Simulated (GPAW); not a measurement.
The system is BaTiO3 (Barioperovskite).

```
Ba Ti O
1.0
     3.98550    0.00000    0.00000
     0.00000    2.83690    2.84515
     0.00000   -2.83690    2.84515
Ba Ti O
1 1 3
Direct
  0.00000 0.00000 0.00000
  0.50000 0.51240 0.51240
  0.50000 0.99184 0.50524
  0.50000 0.50524 0.99184
  0.00000 0.48740 0.48740
```

Base run:

```yaml
Program: GPAW 26.7.0
Functional: LDA
Potentials_or_basis: the program's PAW data sets (release 1.2.1) made for this functional
Cutoff: 800 eV
Basis: pw
k_mesh: 7 × 7 × 7
Occupations: fermi-dirac, width 0.05 eV
Spin: no spin polarisation
```

Its results: band gap on the k mesh 1.87 eV, indirect (least direct gap 1.99 eV); pressure -7.3 GPa; largest force 0.305 eV/Å.

**Question.** The run is repeated on the same cell with these changes: k mesh from 7 × 7 × 7 to 5 × 5 × 5. What comes out?

**Answer.** Band gap on the k mesh 1.93 eV, indirect (least direct gap 1.99 eV); pressure -7.3 GPa; largest force 0.312 eV/Å.

Caveats: spin-orbit coupling is left out, which moves the levels of the heavy elements; an odd mesh through Γ misses points on the zone boundary, where band edges often lie (some runs); the mesh misses the band edges, which the band path finds closer together (some runs).

Not every run made on this cell is shown here.
